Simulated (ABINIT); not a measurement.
# KI (Fm-3m): a self-consistent loop beyond G0W0, cycle by cycle

Wanted: G0W0 and self-consistent gaps of KI (Fm-3m), with the cost of the cycles.

Program: ABINIT 10.8.3. Level of theory: PBE and many-body steps on it, plane waves. Results are calculated unless marked as measured.

**1. Set-up**

The structure is cubic, space group Fm-3m (No. 225). The conventional cell has a = 7.066 Å, b = 7.066 Å, c = 7.066 Å, α = 90.00°, β = 90.00°, γ = 90.00°. Nearest to K lie 6 I at 3.53 Å. Nearest to I lie 6 K at 3.53 Å. Farther neighbours and most contacts between anions are not listed.

Coordinates:

```cif
data_structure
_symmetry_space_group_name_H-M 'Fm-3m'
_symmetry_Int_Tables_number 225
_cell_length_a 7.0655
_cell_length_b 7.0655
_cell_length_c 7.0655
_cell_angle_alpha 90.000
_cell_angle_beta 90.000
_cell_angle_gamma 90.000
_cell_volume 352.73
loop_
_atom_site_label
_atom_site_type_symbol
_atom_site_symmetry_multiplicity
_atom_site_Wyckoff_symbol
_atom_site_fract_x
_atom_site_fract_y
_atom_site_fract_z
_atom_site_occupancy
K1 K 4 a 0.00000 0.00000 0.00000 1
I1 I 4 b 0.50000 0.00000 0.00000 1
```

The cell and positions come from the Crystallography Open Database and are kept as given unless a step says otherwise. Spin-orbit coupling is left out unless a step names it.

**2. Empty states on the mesh, 4×4×4 mesh, 362 bands**

This step: ABINIT 10.8.3; DFT, PBE, plane waves, norm-conserving pseudopotentials.

The sums over transitions need many empty states on a uniform mesh; this step solves for them.

Input file run.abi:

```
acell 3*1.0 Angstrom
rprim 
  0.000000000000 3.532775000000 3.532775000000
  3.532775000000 0.000000000000 3.532775000000
  3.532775000000 3.532775000000 -0.000000000000
ntypat 2
znucl 19 53
natom 2
typat 1 2
xred 
  0.000000000000 0.000000000000 0.000000000000
  0.500000000000 0.500000000000 0.500000000000
pp_dirpath "pseudos"
pseudos "K.upf, I.upf"
ecut 33
ngkpt 4 4 4
nshiftk 1
shiftk 0 0 0
kptopt 1
chksymbreak 0
iscf -2
irdden 1
istwfk *1
nband 362
nbdbuf 32
tolwfr 1e-09
nstep 60
prtvol 0
indata_prefix "in"
outdata_prefix "out"
tmpdata_prefix "tmp"
```

Run with:

```sh
> OMP_NUM_THREADS=1 mpirun -n 4 abinit run.abi > log
```

Numbers of over 12 decimals in the logs are rounded to 6 here.

Output:

```text
.Version 10.8.3 of ABINIT. v10.8.2 released Aug 2026.

 Symmetries : space group Fm -3 m (#225); Bravais cF (face-center cubic)
[... echo of the input left out ...]
== DATASET  1 ==================================================================
-   mpi_nproc: 4, omp_nthreads: 1 (-1 if OMP is not activated)

--- !DatasetInfo
iteration_state: {dtset: 1, }
dimensions: {natom: 2, nkpt: 8, mband: 362, nsppol: 1, nspinor: 1, nspden: 1, mpw: 5434, }
cutoff_energies: {ecut:  33.0, pawecutdg:  -1.0, }
[...]
5.10554    5.10555    5.10555    5.12103    5.15635    5.15638    5.16215    5.16217
   5.16224    5.22015    5.22954    5.23012    5.23023    5.31967    5.32405    5.32603
   5.33765    5.34178
 prteigrs : prtvol=0 or 1, do not print more k-points.

== END DATASET(S) ==============================================================
================================================================================

 -outvars: echo values of variables after computation  --------
            nband         362
             nkpt           8
          spgroup         225
 [... the other variables as echoed above ...]

 Calculation completed.
```

It took 4 min on 4 MPI ranks of Arm Neoverse V1, shared host; peak memory 0.63 GiB; 16 min of CPU time.

This step gave:

* gap: 3.962 eV
* k of the valence top: 0, 0, 0
* k of the conduction bottom: 0, 0, 0
* least direct gap: 3.962 eV
* k points computed: 8
* lowest point of the top converged band, above the valence top: 128.6772 eV

On this mesh the gap is 3.962 eV.

The density comes from a self-consistent run that is not shown.

**3. Screening, 4×4×4 mesh, 330 bands, screening to 195.9 eV**

The RPA dielectric matrix is built and inverted for each q.

This step: RPA screening on PBE, plane waves, norm-conserving pseudopotentials.

Changes to run.abi since step 2:

```diff
@@ -20,10 +20,11 @@
 chksymbreak 0
-iscf -2
-irdden 1
 istwfk *1
-nband 362
-nbdbuf 32
-tolwfr 1e-09
-nstep 60
-prtvol 0
+occopt 1
+irdwfk 1
+optdriver 3
+nband 330
+ecuteps 7.2
+inclvkb 2
+awtr 1
+symchi 1
 indata_prefix "in"
```

Output:

```text
.Version 10.8.3 of ABINIT. v10.8.2 released Aug 2026.

 Symmetries : space group Fm -3 m (#225); Bravais cF (face-center cubic)
[... echo of the input left out ...]
== DATASET  1 ==================================================================
-   mpi_nproc: 4, omp_nthreads: 1 (-1 if OMP is not activated)

--- !DatasetInfo
iteration_state: {dtset: 1, }
dimensions: {natom: 2, nkpt: 8, mband: 330, nsppol: 1, nspinor: 1, nspden: 1, mpw: 5434, }
cutoff_energies: {ecut:  33.0, pawecutdg:  -1.0, }
electrons: {nelect:   1.60000000E+01, charge:   0.00000000E+00, occopt:   1.00000000E+00, tsmear:   1.00000000E-02, }

 SCREENING: Calculation of the susceptibility and dielectric matrices

 Based on a program developped by R.W. Godby, V. Olevano, G. Onida, and L. Reining.
 Incorporated in ABINIT by V. Olevano, G.-M. Rignanese, and M. Torrent.
.Using double precision arithmetic ; gwpc =  8

[... cell and pseudopotentials left out ...]
--------------------------------------------------------------------------------

 ==== K-mesh for the wavefunctions ====
 Number of points in the irreducible wedge :     8
[... list of points left out ...]
 Together with 48 symmetry operations and time-reversal symmetry
 yields    64 points in the full Brillouin Zone.

 ==== Q-mesh for the screening function ====
 Number of points in the irreducible wedge :     8
[... list of points left out ...]
 Together with 48 symmetry operations and time-reversal symmetry
 yields    64 points in the full Brillouin Zone.

 setmesh: FFT mesh size selected  =    36x   36x   36
          total number of points  =        46656

 vcoul_init : cutoff-mode = AUXILIARY_FUNCTION
 q-points for optical limit:   1
     1)      0.000010    0.000020    0.000030

- screening: taking advantage of time-reversal symmetry
- Maximum band index for partially occupied states nbvw = 8
- Remaining bands to be divided among processors   nbcw = 322
- Number of bands treated by each node ~80

 Number of electrons calculated from density =   16.0000; Expected =   16.0000
 average of density, n =  0.026887
 r_s =    2.0707
 omega_plasma =   15.8172 [eV]

 calculating chi0 at frequencies [eV] :
  1    0.000000E+00    0.000000E+00
  2    0.000000E+00    1.581715E+01

--------------------------------------------------------------------------------
  q-point number  1        q = ( 0.000000, 0.000000, 0.000000) [r.l.u.]
--------------------------------------------------------------------------------
[... chi0 elements left out ...]
 For q-point:  0.000010 0.000020 0.000030
  dielectric constant =   2.6562
  dielectric constant without local fields =   3.2761

  Average fulfillment of the sum rule on Im[epsilon] for q-point    1 :     91.30  [%]
[... wings left out ...]
  q-point number  2        q = ( 0.250000, 0.000000, 0.000000) [r.l.u.]
--------------------------------------------------------------------------------
[... chi0 elements left out ...]
  Average fulfillment of the sum rule on Im[epsilon] for q-point    2 :     95.18  [%]

 [... 6 further q-points ...]
```

It took 2.9 min on 4 MPI ranks; peak memory 2.8 GiB.

Numbers from this step:

| Item | Value |
| --- | --- |
| ε∞ with local fields, on this mesh, along the program's q direction | 2.656 |
| the same without local fields | 3.276 |
| plasma frequency | 15.82 eV |
| plane waves in the screening matrix | 537 |

Local fields lower ε∞ by 19 %.

**4. G0W0**

The self-energy is evaluated for the states that the input lists, and the levels follow from it, in one-shot runs by the linearised quasiparticle equation.

This step: G0W0 on PBE, plane waves, norm-conserving pseudopotentials.

Changes to run.abi since step 3:

```diff
@@ -23,8 +23,15 @@
 irdwfk 1
-optdriver 3
+optdriver 4
 nband 330
+gwcalctyp 0
+ecutsigx 33
+symsigma 1
+nkptgw 1
+kptgw 
+  0.0000000000 0.0000000000 0.0000000000
+bdgw 
+  6 12
 ecuteps 7.2
-inclvkb 2
-awtr 1
-symchi 1
+irdscr 1
+ppmodel 1
 indata_prefix "in"
```

Output:

```text
.Version 10.8.3 of ABINIT. v10.8.2 released Aug 2026.

 Symmetries : space group Fm -3 m (#225); Bravais cF (face-center cubic)
[... echo of the input left out ...]
== DATASET  1 ==================================================================
-   mpi_nproc: 4, omp_nthreads: 1 (-1 if OMP is not activated)

--- !DatasetInfo
iteration_state: {dtset: 1, }
dimensions: {natom: 2, nkpt: 8, mband: 330, nsppol: 1, nspinor: 1, nspden: 1, mpw: 5434, }
cutoff_energies: {ecut:  33.0, pawecutdg:  -1.0, }
electrons: {nelect:   1.60000000E+01, charge:   0.00000000E+00, occopt:   1.00000000E+00, tsmear:   1.00000000E-02, }

 SIGMA: Calculation of the GW corrections

 Based on a program developped by R.W. Godby, V. Olevano, G. Onida, and L. Reining.
 Incorporated in ABINIT by V. Olevano, G.-M. Rignanese, and M. Torrent.
.Using double precision arithmetic ; gwpc =  8

[... cell and pseudopotentials left out ...]
--------------------------------------------------------------------------------

 ==== K-mesh for the wavefunctions ====
 Number of points in the irreducible wedge :     8
[... list of points left out ...]
 Together with 48 symmetry operations and time-reversal symmetry
 yields    64 points in the full Brillouin Zone.

 ==== Q-mesh for screening function ====
 Number of points in the irreducible wedge :     8
[... list of points left out ...]
 Together with 48 symmetry operations and time-reversal symmetry
 yields    64 points in the full Brillouin Zone.

 vcoul_init : cutoff-mode = AUXILIARY_FUNCTION
 q-points for optical limit:   1
     1)      0.000010    0.000020    0.000030
 setmesh: FFT mesh size selected  =    50x   50x   50
          total number of points  =       125000

 Number of electrons calculated from density =   16.0000; Expected =   16.0000
 average of density, n =  0.026887
 r_s =    2.0707
 omega_plasma =   15.8172 [eV]

 === KS Band Gaps ===
  >>>> For spin  1
   Minimum direct gap =   3.9625 [eV], located at k-point      :   0.0000  0.0000  0.0000
   Fundamental gap    =   3.9625 [eV], Top of valence bands at :   0.0000  0.0000  0.0000
                                       Bottom of conduction at :   0.0000  0.0000  0.0000
 SIGMA fundamental parameters:
 PLASMON POLE MODEL  1
 number of plane-waves for SigmaX                 5329
 number of plane-waves for SigmaC and W            537
 number of plane-waves for wavefunctions          5329
 number of bands                                   330
 number of independent spin polarizations            1
 number of spinorial components                      1
 number of k-points in IBZ                           8
 number of q-points in IBZ                           8
 number of symmetry operations                      48
 number of k-points in BZ                           64
 number of q-points in BZ                           64
 number of frequencies for dSigma/dE                 9
 frequency step for dSigma/dE [eV]                0.25
 number of omega for Sigma on real axis              0
 max omega for Sigma on real axis  [eV]           0.00
 zcut for avoiding poles [eV]                     0.10

 EPSILON^-1 parameters (SCR file):
 dimension of the eps^-1 matrix on file            537
 dimension of the eps^-1 matrix used               537
 number of plane-waves for wavefunctions          5329
 number of bands                                   330
 number of q-points in IBZ                           8
 number of frequencies                               2
 number of real frequencies                          1
 number of imag frequencies                          1

 matrix elements of self-energy operator (all in [eV])

 Perturbative Calculation

--- !SelfEnergy_ee
iteration_state: {dtset: 1, }
kpoint     : [   0.000,    0.000,    0.000, ]
spin       : 1
KS_gap     :    3.962
QP_gap     :    6.085
Delta_QP_KS:    2.122
data: !SigmaeeData |
     Band     E0 <VxcDFT>   SigX SigC(E0)      Z dSigC/dE  Sig(E)    E-E0       E
        6   0.119 -11.176 -14.233   1.036   0.808  -0.237 -12.810  -1.634  -1.515
        7   0.119 -11.176 -14.233   1.036   0.808  -0.237 -12.810  -1.634  -1.515
        8   0.119 -11.176 -14.233   1.036   0.808  -0.237 -12.810  -1.634  -1.515
        9   4.081  -6.410  -2.934  -2.902   0.850  -0.176  -5.921   0.488   4.569
       10   6.624  -7.766  -3.475  -3.086   0.843  -0.187  -6.751   1.015   7.638
       11   6.624  -7.766  -3.475  -3.086   0.843  -0.187  -6.751   1.015   7.638
       12   6.624  -7.766  -3.475  -3.086   0.843  -0.187  -6.751   1.015   7.638

== END DATASET(S) ==============================================================
================================================================================

 -outvars: echo values of variables after computation  --------
           etotal      0.0000000000E+00
            nband         330
             nkpt           8
          spgroup         225
 [... the other variables as echoed above ...]

 Calculation completed.
```

The job ended after 66 s (4 MPI ranks; peak memory 3.1 GiB; 4.4 min of CPU time).

Numbers from this step:

| Quantity | Value |
| --- | --- |
| G0W0 gap on the points computed | 6.084 eV |
| starting gap on the mesh | 3.962 eV |
| k of the valence top | 0, 0, 0 |
| k of the conduction bottom | 0, 0, 0 |
| Z at the valence top | 0.808 |
| Z at the conduction bottom | 0.85 |
| least direct G0W0 gap on the computed points | 6.084 eV |

The gap on the mesh goes from 3.96 eV to 6.08 eV, a correction of +2.12 eV.

(Continued in part 2 of 2.)

[Paths, hosts, dates, memory and timing lines, banners, echoed tables and standing remarks are left out of the program output.]

[Logs are printed without paths, hosts, clocks, repeated set-up lines and the standing remarks that a program may print on its own settings, such as how far it seeks lower states.]

[Runs of the session that timed out or met a known fault of the program may be left out.]

[Hosts, paths, dates, database ids (printed as entryN), source tags and the programs' standing remarks are cut or masked in the printed files.]

[G0W0 gaps are taken among the corrected bands and points alone; a level outside them can change the order at an edge.]

[Where Ansatz stands beside ABINIT at settings called matched, ABINIT's density can come from a denser mesh and the files from another edition; pairs whose starting gaps differed by over 0.03 eV were left out, so agreement reads better than it is.]
